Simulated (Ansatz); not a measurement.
# Strain and the gap of KCl (Fm-3m)

KCl (started from an entry of an open crystallographic database), relaxed with r2SCAN in the PAW code Ansatz. It is cubic, Fm-3m (No. 225); conventional cell a = 6.290 Å, 31.10 Å³ an atom. K is surrounded by 6 Cl at 3.14 Å; Cl is surrounded by 6 K at 3.14 Å.

The axes x, y and z are those of this cell:
```yaml
crystal:
  lattice:
    - [0.00000, 3.14485, 3.14485]
    - [3.14485, 0.00000, 3.14485]
    - [3.14485, 3.14485, 0.00000]
  atoms:
    - { symbol: K, position: [0.00000, 0.00000, 0.00000] }
    - { symbol: Cl, position: [0.50000, 0.50000, 0.50000] }
```

Unstrained: The PBE gap is direct at Γ: 5.194 eV. The r2SCAN gap is direct at Γ: 5.831 eV. The HSE06 gap is direct at Γ: 6.505 eV. Meshes: PBE 8×8×8, r2SCAN 8×8×8, HSE06 6×6×6. Strains are changes of length per length. After each strain the atoms were relaxed again with r2SCAN within the symmetry that the strain leaves, so tilts or polar shifts that break it weren't tested; points keep the names that they have in the unstrained zone. The values are computed, spin-unpolarised, and not measurements.

Changes of the least gap in eV (an overlap counts as a negative gap):
```json
{"strain": "biaxial -1.61 % in x and y, z held", "volume change (%)": "-3.2", "space group": "I4/mmm", "PBE": "+0.109", "r2SCAN": "+0.112", "HSE06": "+0.118", "energy rise, r2SCAN (meV/atom)": "3.0"}
{"strain": "isotropic -1.12 % on every length", "volume change (%)": "-3.3", "space group": "Fm-3m", "PBE": "+0.120", "r2SCAN": "+0.123", "HSE06": "+0.128", "energy rise, r2SCAN (meV/atom)": "2.4"}
```

Biaxial -1.61 % in x and y, z held. HSE06: the gap goes from 6.505 to 6.623 eV (+0.118 eV); with r2SCAN the top three valence levels at Γ, degenerate before, become 2+1 from the top over 15 meV. Stress change with r2SCAN, compression positive: xx +0.95, yy +0.95, zz +0.19 GPa.

Isotropic -1.12 % on every length. HSE06: the gap goes from 6.505 to 6.633 eV (+0.128 eV). Stress change with r2SCAN, compression positive: xx +0.71, yy +0.71, zz +0.71 GPa. For HSE06, dE_g/d ln V = -3.8 eV over this step.

The meshes of the hybrids are coarse, so their gaps aren't converged to the digits shown.

The splittings at Γ are without spin-orbit coupling, which regroups them where it is of like size or larger.
